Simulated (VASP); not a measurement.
From an Ansatz input to VASP: CdI2 (strained 1T (CdI2) bulk)

Ansatz input

```yaml
crystal:
  lattice:
    - [4.0346582919, 0.0, 0.0]
    - [-2.017329146, 3.4941165764, 0.0]
    - [0.0, 0.0, 6.5502738899]
  atoms:
    - { symbol: Cd, position: [0.0, 0.0, 0.0] }
    - { symbol: I, position: [0.3333333333, 0.6666666667, 0.2684123245] }
    - { symbol: I, position: [0.6666666667, 0.3333333333, 0.7315876755] }
kpoints:
  mp_grid: { grid: [12, 12, 4] }
  band_path:
    path:
      - [0.0, 0.0, 0.0]
      - [0.5, 0.0, 0.0]
      - [0.3333333333, 0.3333333333, 0.0]
      - [0.0, 0.0, 0.5]
      - [0.5, 0.0, 0.5]
      - [0.3333333333, 0.3333333333, 0.5]
      - [-0.044271, 0.044271, 0.380208]
      - [0.0, 0.4375, 0.354167]
    npoints: 1
hamiltonian:
  xc: pbe
scf:
  occupations: { method: fermi_dirac, width: 0.02 }
  n_extra_bands: 4
output:
  forces: true
  stress: true
  eigenvalues: true
```

Question: Write VASP inputs for this cell and level of theory.

Answer: 

INCAR

```
ISIF = 2
NBANDS = 20
LASPH = .TRUE.
NELM = 120
LELF = .TRUE.
GGA = PE
ISMEAR = -1
PREC = Accurate
ENCUT = 520
LREAL = .FALSE.
LCHARG = .TRUE.
EDIFF = 1E-7
IBRION = -1
LWAVE = .FALSE.
SIGMA = 0.02
NSW = 0
```

KPOINTS

```
KPOINTS created by Atomic Simulation Environment
0
Gamma
12 12 4
0 0 0
```

KPOINTS_OPT

```
special points
8
Reciprocal
0.0000000000 0.0000000000 0.0000000000 1
0.5000000000 0.0000000000 0.0000000000 1
0.3333333333 0.3333333333 0.0000000000 1
0.0000000000 0.0000000000 0.5000000000 1
0.5000000000 0.0000000000 0.5000000000 1
0.3333333333 0.3333333333 0.5000000000 1
-0.0442710000 0.0442710000 0.3802080000 1
0.0000000000 0.4375000000 0.3541670000 1
```

POSCAR

```
Cd I
 1.0000000000000000
     4.0346582919144733    0.0000000000288676    0.0000000000000000
    -2.0173291459822367    3.4941165763730315    0.0000000000000000
     0.0000000000000000    0.0000000000000000    6.5502738898999997
 Cd  I
   1   2
Cartesian
  0.0000000000000000 -0.0000000000000000  0.0000000000000000
 -0.0000000000166666  2.3294110509249766  1.7581742410485157
  2.0173291459489033  1.1647055254769221  4.7920996488514849
```

VASP ran with the recommended PBE PAW datasets (26 valence electrons in the cell). Other inputs would serve too.

```
                              Ansatz       VASP
gap between bands v and c    2.02 eV    2.02 eV
         least direct gap    2.67 eV    2.66 eV
                 pressure    6.5 GPa    6.7 GPa
            largest force  0.12 eV/Å  0.15 eV/Å
```

The two codes use different PAW datasets and cutoffs. VASP's cell holds 26 valence electrons and Ansatz's 54. Ansatz's stress includes a Pulay correction; VASP's doesn't.
